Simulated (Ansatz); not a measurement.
**WS$_{2}$: two-dimensional strain map**

All numbers below come from Ansatz, DFT r2SCAN, scalar-relativistic, plane waves, PAW. The runs took a 500 eV cutoff, a Γ-centred 12×12×12 mesh and Gaussian smearing (0.05 eV). Spin–orbit coupling is left out, which can shift energies with elements as heavy as these. No spin polarisation. Energies are free energies at this smearing, counted from the undisturbed cell; pressure is positive in compression.

Reference structure (as given, not relaxed at this level; it stands at 2.6 GPa; this form isn't the usual structure):

```yaml
crystal:
  lattice:
    - [1.57900, 0.91164, 6.16333]
    - [-1.57900, 0.91164, 6.16333]
    - [0.00000, -1.82327, 6.16333]
  atoms:
    - { symbol: W, position: [0.00000, 0.00000, 0.00000] }
    - { symbol: S, position: [0.75030, 0.75030, 0.75030] }
    - { symbol: S, position: [0.58100, 0.58100, 0.58100] }
```

The cell holds layers and no dispersion correction was added, so their binding is poorly described.

The cell is strained by p along both x and y and by q along z, fractional coordinates fixed. Points are written (p, q).

Energy above the undisturbed cell in meV/atom (a dash: not computed):

| p \ q | -0.050 | -0.025 | 0.000 | 0.025 | 0.050 |
| --- | --- | --- | --- | --- | --- |
| -0.050 | ? | 215.3 | 158.6 | 129.6 | ? |
| -0.025 | 144.0 | – | 45.9 | – | – |
| 0.000 | 59.2 | – | 0.0 | – | 32.3 |
| 0.050 | 65.3 | – | ? | – | 143.9 |

(1) Fill in the withheld energies.

Results:

(1) (-0.050, -0.050): 302.4; (-0.050, 0.050): 125.3; (0.050, 0.000): 66.1.